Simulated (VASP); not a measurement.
Output of a VASP run:

### OSZICAR
```
       N       E                     dE             d eps       ncg     rms          rms(c)
DAV:   1     0.645077367800E+02    0.64508E+02   -0.47165E+03  3368   0.437E+02
DAV:   2    -0.131207253574E+02   -0.77628E+02   -0.73155E+02  4422   0.139E+02
DAV:   3    -0.173960481819E+02   -0.42753E+01   -0.41618E+01  5122   0.263E+01
DAV:   4    -0.175026879105E+02   -0.10664E+00   -0.10661E+00  3982   0.434E+00
DAV:   5    -0.175029248429E+02   -0.23693E-03   -0.23693E-03  4214   0.189E-01    0.729E+00
DAV:   6    -0.158288343744E+02    0.16741E+01   -0.54982E+00  3866   0.647E+00    0.276E+00
DAV:   7    -0.157746027903E+02    0.54232E-01   -0.12166E-01  4272   0.124E+00    0.144E+00
DAV:   8    -0.157503672909E+02    0.24235E-01   -0.68272E-02  4790   0.103E+00    0.403E-01
DAV:   9    -0.157487368300E+02    0.16305E-02   -0.15748E-03  4024   0.195E-01    0.179E-01
DAV:  10    -0.157485081786E+02    0.22865E-03   -0.41311E-04  4696   0.961E-02    0.244E-02
DAV:  11    -0.157485002611E+02    0.79176E-05   -0.28393E-05  4030   0.252E-02    0.794E-03
DAV:  12    -0.157485006726E+02   -0.41157E-06   -0.20289E-06  5318   0.610E-03    0.599E-03
DAV:  13    -0.157485003209E+02    0.35170E-06   -0.63064E-07  3960   0.406E-03    0.827E-04
DAV:  14    -0.157485003232E+02   -0.22263E-08   -0.46528E-08  3164   0.922E-04
   1 F= -.15748500E+02 E0= -.15748500E+02  d E =-.326203E-29
 imaginary and real dielectric function
```

OUTCAR:
```
------------------------ aborting loop because EDIFF is reached ----------------------------------------
  FORCE on cell =-STRESS in cart. coord.  units (eV):
  Direction    XX          YY          ZZ          XY          YZ          ZX
  --------------------------------------------------------------------------------------
  Total       -0.0288273     -0.0288273     -0.0288273      0.0000000      0.0000000     -0.0000000
  in kB       -2.0302275     -2.0302275     -2.0302275      0.0000000      0.0000000     -0.0000000
  external PRESSURE =      -2.0302275 kB  Pullay stress =       0.0000000 kB
  volume of cell :       22.75
      direct lattice vectors                 reciprocal lattice vectors
     0.000000000  2.248951911  2.248951911    -0.222325785  0.222325785  0.222325785
     2.248951911  0.000000000  2.248951911     0.222325785 -0.222325785  0.222325785
     2.248951911  2.248951911  0.000000000     0.222325785  0.222325785 -0.222325785
 POSITION                                       TOTAL-FORCE (eV/Angst)
 -----------------------------------------------------------------------------------
      1.12448      1.12448      1.12448         0.000000      0.000000      0.000000
      3.37343      3.37343      3.37343        -0.000000     -0.000000     -0.000000
      0.00000      0.00000      0.00000        -0.000000     -0.000000     -0.000000
 -----------------------------------------------------------------------------------
    total drift:                               -0.000000      0.000000      0.000000
  FREE ENERGIE OF THE ION-ELECTRON SYSTEM (eV)
  ---------------------------------------------------
  free  energy   TOTEN  =       -15.7485003232 eV

  energy  without entropy=      -15.7485003232  energy(sigma->0) =      -15.74850032

 plasma frequency squared (from intraband transitions) (eV^2)
  --------------------------------------------------------------------------------------
       0.000       0.000      -0.000
      -0.000       0.000       0.000
       0.000       0.000       0.000

 plasma frequency squared (from interband transitions, int dw w eps(2)(w)) (eV^2)
  --------------------------------------------------------------------------------------
     511.830       0.000       0.000      -0.000       0.000       0.000
       0.000       0.000     511.830       0.000       0.000      -0.000
       0.000      -0.000       0.000       0.000     511.830       0.000
```
(Selected blocks of OUTCAR.)

### POSCAR
```
Li2O
1
    0.0000000000     2.2489519115     2.2489519115
    2.2489519115     0.0000000000     2.2489519115
    2.2489519115     2.2489519115     0.0000000000
Li O
2 1
Direct
  0.2500000000   0.2500000000   0.2500000000
  0.7500000000   0.7500000000   0.7500000000
  0.0000000000   0.0000000000   0.0000000000
```

Q: Write an INCAR and KPOINTS that could have produced this output.

A: This is not unique; one that fits is the input of the run itself, LDA (Ceperley-Alder, Perdew-Zunger), plane waves, VASP's LDA PAW potentials (set 64).

File KPOINTS:
```
Automatic mesh
0
Gamma
11 11 11
0 0 0
```

INCAR:
```
# general
SYSTEM =Li2O
PREC   =Accurate
ENCUT  =520
LREAL  =.FALSE.
LASPH  =.TRUE.
NBANDS =30

# electronic loop
EDIFF  =1E-7
NELM   =100
ALGO   =Normal

# smearing
ISMEAR =0
SIGMA  =0.01

# output
LWAVE  =.FALSE.
LCHARG =.FALSE.
NEDOS  =1001

# other
LOPTICS=.TRUE.
CSHIFT =0.1
```

POTCAR, in this order: Li_sv O (LDA.64 set). Program: vasp_std.

The compound is Li2O in the antifluorite structure. It was relaxed first, which changed the volume by -8 %.
